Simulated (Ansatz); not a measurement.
A crystal relaxed with r2SCAN+rVV10 in Ansatz has space group P-3m1 (No. 164) and a = 4.564 Å, c = 7.048 Å.

```csv
atom,site,x,y,z
Pb,1a,0.0000,0.0000,0.0000
Xx,2d,0.3333,0.6667,0.2667
```

With r2SCAN the gap is 2.63 eV and direct, at A. HSE06 gives a direct gap of 2.93 eV at A. With PBE the gap is 2.23 eV and direct, at A. Meshes: r2SCAN 6×6×4, HSE06 6×6×4, PBE 6×6×4. r2SCAN's ε∞ is 6.1 along x and y, 4.7 along z.

**Question.** Which element is Xx?
A. H
B. F
C. I
D. Br

**Answer.** C. Xx is I: PbI2, CdI2 type. Pb is surrounded by 6 I at 3.24 Å; I is surrounded by 3 Pb at 3.24 Å.

Calculated for a static, non-magnetic cell.

Spin-orbit coupling is left out; in compounds of Pb, Bi, Tl or Hg it can lower a gap by up to about 1 eV, split its edges or invert the bands.
